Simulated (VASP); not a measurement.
# BaZrO3: zone-centre modes, functional by functional, part 2 of 4

How much do the zone-centre frequencies of BaZrO3 depend on the functional? The starting structure is a measured crystal structure from the Crystallography Open Database.

VASP 6.6.1.

## Step 2: Modes with LDA (continued)

Level of this step: LDA; plane waves and PAW (Ba_sv, Zr_sv, O) (VASP).

From OUTCAR (step 2):

```text
ion  position               nearest neighbor table
   1  0.000  0.000  0.000-   3 2.94   4 2.94   5 2.94   4 2.94   5 2.94   3 2.94   5 2.94   5 2.94
                             3 2.94   4 2.94   4 2.94   3 2.94   2 3.60   2 3.60   2 3.60   2 3.60
   2  0.500  0.500  0.500-   3 2.08   4 2.08   5 2.08   3 2.08   4 2.08   5 2.08   1 3.60   1 3.60
                             1 3.60   1 3.60   1 3.60   1 3.60   1 3.60   1 3.60
   3  0.500  0.500  0.000-   2 2.08   2 2.08   1 2.94   1 2.94   1 2.94   1 2.94
   4  0.500  0.000  0.500-   2 2.08   2 2.08   1 2.94   1 2.94   1 2.94   1 2.94
   5  0.000  0.500  0.500-   2 2.08   2 2.08   1 2.94   1 2.94   1 2.94   1 2.94

  LATTYP: Found a simple cubic cell.
 ALAT       =     4.1592118745

 Subroutine GETGRP returns: Found 48 space group operations
 (whereof 48 operations were pure point group operations)

The static configuration has the point symmetry O_h .

 Found     20 irreducible k-points:

   k-points           NKPTS =     20   k-points in BZ     NKDIM =     20   number of bands    NBANDS=     26

   dimension x,y,z NGX =    32 NGY =   32 NGZ =   32
   dimension x,y,z NGXF=    64 NGYF=   64 NGZF=   64

   ENCUT  =  520.0 eV  38.22 Ry    6.18 a.u.   7.73  7.73  7.73*2*pi/ulx,y,z

   NELECT =      40.0000    total number of electrons

 k-points in reciprocal lattice and weights: Automatic mesh
   0.00000000  0.00000000  0.00000000       0.005
   0.16666667  0.00000000  0.00000000       0.028
   0.33333333  0.00000000  0.00000000       0.028
   0.50000000  0.00000000  0.00000000       0.014
   0.16666667  0.16666667  0.00000000       0.056
   0.33333333  0.16666667  0.00000000       0.111
   0.50000000  0.16666667  0.00000000       0.056
   0.33333333  0.33333333  0.00000000       0.056
   0.50000000  0.33333333  0.00000000       0.056
[...]
0.50000000  0.50000000  0.33333333       0.028
   0.50000000  0.50000000  0.50000000       0.005

 average (electrostatic) potential at core
       1 -32.6708       2 -77.6722       3 -70.3492       4 -70.3492       5 -70.3492

  Total        0.0016853      0.0016853      0.0016853      0.0000000      0.0000000     -0.0000000
  in kB        0.0375287      0.0375287      0.0375287      0.0000000      0.0000000     -0.0000000
  external PRESSURE =       0.0375287 kB  Pullay stress =       0.0000000 kB

  energy-cutoff  :      520.00
  volume of cell :       71.95
      direct lattice vectors                 reciprocal lattice vectors
     4.159211875  0.000000000  0.000000000     0.240430166  0.000000000  0.000000000
     0.000000000  4.159211875  0.000000000     0.000000000  0.240430166  0.000000000
     0.000000000  0.000000000  4.159211875     0.000000000  0.000000000  0.240430166

 POSITION                                       TOTAL-FORCE (eV/Angst)
 -----------------------------------------------------------------------------------
      0.00000      0.00000      0.00000         0.000000      0.000000      0.000000
      2.07961      2.07961      2.07961         0.000000      0.000000      0.000000
      2.07961      2.07961      0.00000         0.000000      0.000000      0.000000
      2.07961      0.00000      2.07961         0.000000      0.000000      0.000000
      0.00000      2.07961      2.07961         0.000000      0.000000      0.000000
 -----------------------------------------------------------------------------------
    total drift:                                0.000000     -0.000000     -0.000000

 MACROSCOPIC STATIC DIELECTRIC TENSOR (including local field effects in DFT)
 ------------------------------------------------------
           4.937409    -0.000000    -0.000000
           0.000000     4.937409     0.000000
          -0.000000     0.000000     4.937409
 ------------------------------------------------------

 PIEZOELECTRIC TENSOR (including local field effects)  for field in x, y, z        (C/m^2)
          XX          YY          ZZ          XY          YZ          ZX
  --------------------------------------------------------------------------------
  x     0.00000     0.00000     0.00000     0.00000     0.00000     0.00000
  y     0.00000     0.00000     0.00000     0.00000     0.00000     0.00000
  z     0.00000     0.00000     0.00000     0.00000     0.00000     0.00000

 BORN EFFECTIVE CHARGES (including local field effects) (in |e|, cummulative output)
 ---------------------------------------------------------------------------------
 ion    1
    1     2.73362    -0.00000    -0.00000
    2     0.00000     2.73362     0.00000
    3    -0.00000     0.00000     2.73362
 ion    2
    1     6.11773     0.00000     0.00000
    2    -0.00000     6.11773    -0.00000
    3    -0.00000    -0.00000     6.11773
 ion    3
    1    -2.02174     0.00000     0.00000
    2     0.00000    -2.02174     0.00000
    3     0.00000    -0.00000    -4.80787
 ion    4
    1    -2.02174    -0.00000    -0.00000
    2    -0.00000    -4.80787    -0.00000
    3     0.00000     0.00000    -2.02174
 ion    5
    1    -4.80787     0.00000    -0.00000
    2    -0.00000    -2.02174     0.00000
    3    -0.00000     0.00000    -2.02174

 Eigenvectors and eigenvalues of the dynamical matrix
 ----------------------------------------------------

   1 f  =   15.672396 THz    98.472566 2PiTHz  522.774849 cm-1    64.815791 meV
             X         Y         Z           dx          dy          dz
      0.000000  0.000000  0.000000     0.023391   -0.005294   -0.000000
      2.079606  2.079606  2.079606     0.154606   -0.034988   -0.000000
      2.079606  2.079606  0.000000     0.233319   -0.052801    0.000000
      2.079606  0.000000  2.079606     0.233319    0.204672    0.000000
      0.000000  2.079606  2.079606    -0.904409   -0.052801   -0.000000

   2 f  =   15.672396 THz    98.472566 2PiTHz  522.774849 cm-1    64.815791 meV
             X         Y         Z           dx          dy          dz
      0.000000  0.000000  0.000000    -0.000000    0.000000   -0.023983
      2.079606  2.079606  2.079606    -0.000000    0.000000   -0.158515
      2.079606  2.079606  0.000000    -0.000000    0.000000    0.927279
      2.079606  0.000000  2.079606    -0.000000   -0.000000   -0.239219
      0.000000  2.079606  2.079606     0.000000    0.000000   -0.239219

   3 f  =   15.672396 THz    98.472566 2PiTHz  522.774849 cm-1    64.815791 meV
             X         Y         Z           dx          dy          dz
      0.000000  0.000000  0.000000    -0.005294   -0.023391    0.000000
      2.079606  2.079606  2.079606    -0.034988   -0.154606   -0.000000
      2.079606  2.079606  0.000000    -0.052801   -0.233319   -0.000000
      2.079606  0.000000  2.079606    -0.052801    0.904409   -0.000000
      0.000000  2.079606  2.079606     0.204672   -0.233319    0.000000

   4 f  =    5.874881 THz    36.912966 2PiTHz  195.964937 cm-1    24.296545 meV
             X         Y         Z           dx          dy          dz
      0.000000  0.000000  0.000000     0.076163   -0.019879   -0.254836
      2.079606  2.079606  2.079606    -0.210109    0.054841    0.703016
      2.079606  2.079606  0.000000     0.123890   -0.032337   -0.100293
      2.079606  0.000000  2.079606     0.123890   -0.007824   -0.414530
      0.000000  2.079606  2.079606     0.029975   -0.032337   -0.414530

   5 f  =    5.874881 THz    36.912966 2PiTHz  195.964937 cm-1    24.296545 meV
             X         Y         Z           dx          dy          dz
      0.000000  0.000000  0.000000    -0.251266    0.042994   -0.078449
      2.079606  2.079606  2.079606     0.693167   -0.118606    0.216418
      2.079606  2.079606  0.000000    -0.408723    0.069936   -0.030875
      2.079606  0.000000  2.079606    -0.408723    0.016921   -0.127610
      0.000000  2.079606  2.079606    -0.098888    0.069936   -0.127610

   6 f  =    5.874881 THz    36.912966 2PiTHz  195.964937 cm-1    24.296545 meV
             X         Y         Z           dx          dy          dz
      0.000000  0.000000  0.000000    -0.046926   -0.262476    0.006451
      2.079606  2.079606  2.079606     0.129454    0.724092   -0.017796
      2.079606  2.079606  0.000000    -0.076332   -0.426958    0.002539
      2.079606  0.000000  2.079606    -0.076332   -0.103300    0.010493
      0.000000  2.079606  2.079606    -0.018468   -0.426958    0.010493

   7 f  =    5.324955 THz    33.457677 2PiTHz  177.621367 cm-1    22.022233 meV
             X         Y         Z           dx          dy          dz
      0.000000  0.000000  0.000000     0.000000   -0.000000    0.000000
      2.079606  2.079606  2.079606    -0.000000    0.000000   -0.000000
      2.079606  2.079606  0.000000    -0.004696   -0.063972   -0.000000
      2.079606  0.000000  2.079606     0.004696    0.000000    0.704191
      0.000000  2.079606  2.079606     0.000000    0.063972   -0.704191

   8 f  =    5.324955 THz    33.457677 2PiTHz  177.621367 cm-1    22.022233 meV
             X         Y         Z           dx          dy          dz
      0.000000  0.000000  0.000000     0.000000   -0.000000    0.000000
      2.079606  2.079606  2.079606     0.000000    0.000000   -0.000000
      2.079606  2.079606  0.000000     0.140693    0.690042   -0.000000
      2.079606  0.000000  2.079606    -0.140693    0.000000    0.063625
      0.000000  2.079606  2.079606    -0.000000   -0.690042   -0.063625

   9 f  =    5.324955 THz    33.457677 2PiTHz  177.621367 cm-1    22.022233 meV
             X         Y         Z           dx          dy          dz
      0.000000  0.000000  0.000000     0.000000    0.000000   -0.000000
      2.079606  2.079606  2.079606    -0.000000    0.000000   -0.000000
      2.079606  2.079606  0.000000    -0.692953    0.140535   -0.000000
      2.079606  0.000000  2.079606     0.692953    0.000000    0.008146
      0.000000  2.079606  2.079606    -0.000000   -0.140535   -0.008146

  10 f  =    3.152826 THz    19.809790 2PiTHz  105.166957 cm-1    13.039035 meV
             X         Y         Z           dx          dy          dz
      0.000000  0.000000  0.000000     0.065540   -0.226519   -0.614908
      2.079606  2.079606  2.079606    -0.031985    0.110546    0.300087
      2.079606  2.079606  0.000000    -0.044061    0.152284    0.248687
      2.079606  0.000000  2.079606    -0.044061    0.091611    0.413390
      0.000000  2.079606  2.079606    -0.026506    0.152284    0.413390

  11 f  =    3.152826 THz    19.809790 2PiTHz  105.166957 cm-1    13.039035 meV
             X         Y         Z           dx          dy          dz
      0.000000  0.000000  0.000000    -0.574417   -0.317279    0.055654
      2.079606  2.079606  2.079606     0.280326    0.154838   -0.027160
      2.079606  2.079606  0.000000     0.386169    0.213300   -0.022508
      2.079606  0.000000  2.079606     0.386169    0.128317   -0.037415
      0.000000  2.079606  2.079606     0.232312    0.213300   -0.037415

  12 f  =    3.152826 THz    19.809790 2PiTHz  105.166957 cm-1    13.039035 meV
             X         Y         Z           dx          dy          dz
      0.000000  0.000000  0.000000    -0.315385    0.530793   -0.229149
      2.079606  2.079606  2.079606     0.153914   -0.259037    0.111829
      2.079606  2.079606  0.000000     0.212027   -0.356841    0.092675
      2.079606  0.000000  2.079606     0.212027   -0.214669    0.154052
      0.000000  2.079606  2.079606     0.127551   -0.356841    0.154052

  13 f/i=    0.008676 THz     0.054513 2PiTHz    0.289400 cm-1     0.035881 meV
             X         Y         Z           dx          dy          dz
      0.000000  0.000000  0.000000    -0.356348   -0.394038    0.460781
      2.079606  2.079606  2.079606    -0.291169   -0.321964    0.376500
      2.079606  2.079606  0.000000    -0.122580   -0.135545    0.158060
      2.079606  0.000000  2.079606    -0.122580   -0.135166    0.158504
      0.000000  2.079606  2.079606    -0.122237   -0.135545    0.158504

  14 f/i=    0.008676 THz     0.054513 2PiTHz    0.289400 cm-1     0.035881 meV
             X         Y         Z           dx          dy          dz
      0.000000  0.000000  0.000000    -0.311971   -0.339120   -0.531263
      2.079606  2.079606  2.079606    -0.254908   -0.277092   -0.434090
      2.079606  2.079606  0.000000    -0.107315   -0.116654   -0.182238
      2.079606  0.000000  2.079606    -0.107315   -0.116327   -0.182749
      0.000000  2.079606  2.079606    -0.107014   -0.116654   -0.182749

  15 f/i=    0.008676 THz     0.054513 2PiTHz    0.289400 cm-1     0.035881 meV
             X         Y         Z           dx          dy          dz
      0.000000  0.000000  0.000000     0.519865   -0.473604   -0.002962
      2.079606  2.079606  2.079606     0.424777   -0.386977   -0.002420
      2.079606  2.079606  0.000000     0.178828   -0.162915   -0.001016
      2.079606  0.000000  2.079606     0.178828   -0.162459   -0.001019
      0.000000  2.079606  2.079606     0.178328   -0.162915   -0.001019

 MACROSCOPIC STATIC DIELECTRIC TENSOR IONIC CONTRIBUTION
 ------------------------------------------------------
          50.701310     0.000000    -0.000000
           0.000000    50.701310     0.000000
          -0.000000     0.000000    50.701310
 ------------------------------------------------------

 ELASTIC MODULI CONTR FROM IONIC RELAXATION (kBar)
 Direction    XX          YY          ZZ          XY          YZ          ZX
 --------------------------------------------------------------------------------
 XX           0.0000      0.0000      0.0000      0.0000      0.0000      0.0000
 YY           0.0000      0.0000      0.0000      0.0000      0.0000      0.0000
 ZZ           0.0000      0.0000      0.0000      0.0000      0.0000      0.0000
 XY           0.0000      0.0000      0.0000      0.0000      0.0000      0.0000
 YZ           0.0000      0.0000      0.0000      0.0000      0.0000      0.0000
 ZX           0.0000      0.0000      0.0000      0.0000      0.0000      0.0000
 --------------------------------------------------------------------------------

 PIEZOELECTRIC TENSOR IONIC CONTR  for field in x, y, z        (C/m^2)
          XX          YY          ZZ          XY          YZ          ZX
  --------------------------------------------------------------------------------
  x     0.00000     0.00000     0.00000     0.00000     0.00000     0.00000
  y     0.00000     0.00000     0.00000     0.00000     0.00000     0.00000
  z     0.00000     0.00000     0.00000     0.00000     0.00000     0.00000
```

Energies printed during the response cycles are not total energies of the cell.

LDA: the zone-centre modes are T1u (3) 522.8, T1u (2) 196.0, T2u 177.6, T1u (1) 105.2 cm⁻¹.

## Step 3: Modes with LDA at the measured cell

A relaxation of the atoms in the fixed cell, not shown, had nothing to move.

The input, INCAR:

```
SYSTEM = BaZrO3
PREC = Accurate
ENCUT = 520
EDIFF = 1E-08
NELM = 100
ISMEAR = 0
SIGMA = 0.03
LREAL = .FALSE.
ALGO = Normal
GGA = CA
NBANDS = 26
LORBIT = 11
LWAVE = .FALSE.
LCHARG = .FALSE.
KPAR = 4
IBRION = 8
LEPSILON = .TRUE.
ISIF = 2
```

The input, POSCAR:

```
BaZrO3
1.0
    4.1913400000      0.0000000000      0.0000000000
    0.0000000000      4.1913400000      0.0000000000
    0.0000000000      0.0000000000      4.1913400000
Ba Zr O
1 1 3
Direct
    0.0000000000      0.0000000000      0.0000000000
    0.5000000000      0.5000000000      0.5000000000
    0.5000000000      0.5000000000      0.0000000000
    0.5000000000      0.0000000000      0.5000000000
    0.0000000000      0.5000000000      0.5000000000
```

The input, KPOINTS:

```
Automatic mesh
0
Gamma
6 6 6
0 0 0
```

The projector-augmented-wave data sets are Ba_sv, Zr_sv and O (LDA family, release 64).

The run is started by

```console
> mpirun -np 4 vasp_std
```

The log of the run:

```text
[... set-up lines as in an earlier step ...]
 entering main loop
       N       E                     dE             d eps       ncg     rms          rms(c)
DAV:   1     0.318085605005E+03    0.31809E+03   -0.22293E+04  1040   0.152E+03
DAV:   2    -0.322332334202E+02   -0.35032E+03   -0.34237E+03  1284   0.371E+02
DAV:   3    -0.525653801254E+02   -0.20332E+02   -0.20282E+02  1660   0.865E+01
DAV:   4    -0.530956991576E+02   -0.53032E+00   -0.52973E+00  1438   0.112E+01
[...]
DAV:  14    -0.457225005885E+02   -0.38042E-07   -0.89301E-07  1508   0.727E-03    0.352E-03
DAV:  15    -0.457225005659E+02    0.22537E-07   -0.90313E-08  1362   0.263E-03    0.744E-04
DAV:  16    -0.457225005651E+02    0.86584E-09   -0.18151E-08  1158   0.954E-04
   1 F= -.45722501E+02 E0= -.45722501E+02  d E =-.418735E-32
 Linear response reoptimize wavefunctions to high precision
DAV:   1    -0.457225005650E+02    0.39563E-10   -0.22106E-09   764   0.367E-04
DAV:   2    -0.457225005650E+02   -0.18190E-11   -0.26447E-10   616   0.103E-04
 Linear response G [H, r] |phi>, progress :
  Direction:   1
[...]
RMM:  48    -0.362608500597E+00    0.34050E-07    0.47671E-07  6385   0.216E-04    0.879E-07
 first order change of Fermi-energy   0.10814E-02
 force on displaced ion       3 direction 1 :  -2.509   0.000   0.000
 Born effective charge ion    3 direction 1 :  -2.013   0.000   0.000
 Linear response progress:
  Degree of freedom:   4/  4
       N       E                     dE             d eps       ncg     rms          rms(c)
RMM:   1    -0.380092654328E+00   -0.38009E+00    0.18340E-01  4055   0.270E+00
RMM:   2    -0.366926724949E+00    0.13166E-01   -0.37943E-02  3777   0.559E-01    0.160E-01
RMM:   3    -0.368352814854E+00   -0.14261E-02   -0.40079E-03  3611   0.241E-01    0.894E-02
RMM:   4    -0.370086663645E+00   -0.17338E-02   -0.14904E-03  3797   0.151E-01    0.282E-02
[...]
RMM:  21    -0.370406004423E+00   -0.24012E-06   -0.12615E-06  4610   0.249E-04    0.757E-05
RMM:  22    -0.370406050178E+00   -0.45755E-07   -0.20618E-07  4818   0.229E-04    0.750E-05
RMM:  23    -0.370406028141E+00    0.22037E-07   -0.11854E-06  4722   0.219E-04    0.646E-05
 first order change of Fermi-energy  -0.18601E-02
 force on displaced ion       3 direction 3 :   0.000  -0.000 -12.030
 Born effective charge ion    3 direction 3 :   0.000   0.000  -4.821
 Born effective charges drift removed
 Linear response finished
```

The job ended after 11 min (4 MPI ranks of AMD EPYC 7R43, shared host; peak memory 1.9 GiB; 43 min of CPU time).

From OUTCAR (step 3):

```text
  Total       -1.7582826     -1.7582826     -1.7582826      0.0000000     -0.0000000      0.0000000
  in kB      -38.2596148    -38.2596148    -38.2596148      0.0000000     -0.0000000      0.0000000
  external PRESSURE =     -38.2596148 kB  Pullay stress =       0.0000000 kB

 POSITION                                       TOTAL-FORCE (eV/Angst)
 -----------------------------------------------------------------------------------
      0.00000      0.00000      0.00000         0.000000      0.000000      0.000000
      2.09567      2.09567      2.09567         0.000000      0.000000      0.000000
      2.09567      2.09567      0.00000         0.000000      0.000000      0.000000
      2.09567      0.00000      2.09567         0.000000      0.000000      0.000000
      0.00000      2.09567      2.09567         0.000000      0.000000      0.000000
 -----------------------------------------------------------------------------------
    total drift:                                0.000000     -0.000000     -0.000000

 MACROSCOPIC STATIC DIELECTRIC TENSOR (including local field effects in DFT)
 ------------------------------------------------------
           4.937480     0.000000     0.000000
           0.000000     4.937480     0.000000
          -0.000000    -0.000000     4.937480
 ------------------------------------------------------

 MACROSCOPIC STATIC DIELECTRIC TENSOR IONIC CONTRIBUTION
 ------------------------------------------------------
          60.294315    -0.000000     0.000000
          -0.000000    60.294315     0.000000
           0.000000     0.000000    60.294315
 ------------------------------------------------------

[... 1 part as in an earlier step ...]

[... 1 further part left out ...]
```

With LDA at the measured cell the modes are T1u (3) 491.8, T1u (2) 193.3, T2u 182.8, T1u (1) 94.5 cm⁻¹; the largest shift is -31.0 cm⁻¹, in T1u (3), from LDA.

(Continued in part 3 of 4.)

[Lines on the potential files, build, host, timing and source positions are cut from VASP's logs without a mark.]

[Logs are printed without paths, hosts, clocks, repeated set-up lines and the standing remarks that a program may print on its own settings, such as how far it seeks lower states.]

[Hosts, paths, dates, database ids (printed as entryN), source tags and the programs' standing remarks are cut or masked in the printed files.]
